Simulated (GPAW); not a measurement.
Crystal: NiO.

```
CELL_PARAMETERS angstrom
0.00000 2.08590 2.08590
2.08590 0.00000 2.08590
2.08590 2.08590 0.00000
ATOMIC_POSITIONS crystal
Ni 0.00000 0.00000 0.00000
O 0.50000 0.50000 0.50000
```

Base run:

```yaml
Program: GPAW 26.7.0
Functional: RPBE
Potentials_or_basis: the program's PAW data sets (release 1.2.1) made for this functional
Cutoff: 800 eV
Basis: pw
k_mesh: 11 × 11 × 11
Occupations: fermi-dirac, width 0.05 eV
Spin: collinear spin, ferromagnetic start
Starting_moments: "[1.0, 0.0] μB"
```

Its results: pressure 17.5 GPa; net moment 1.81 μB per cell; site moments Ni +1.51; O +0.22 μB.

Question: After a change of settings the same cell gave: pressure 15.4 GPa; net moment 1.79 μB per cell; site moments Ni +1.49; O +0.21 μB. Which change was it?
A. functional from RPBE to revPBE
B. functional from RPBE to LDA
C. functional from RPBE to PBE; potentials or basis from the program's PAW data sets (release 1.2.1) made for this functional to GPAW PAW data sets (gpaw-data 1.2.1)

Answer: A.

Caveats: the stock nickel data set gives pressures a few GPa off other programs; so large a pressure means that the cell lies far from this level's equilibrium, or that cutoff or potentials fall short; a cell with one magnetic atom can't hold antiferromagnetic order, which such compounds often take.
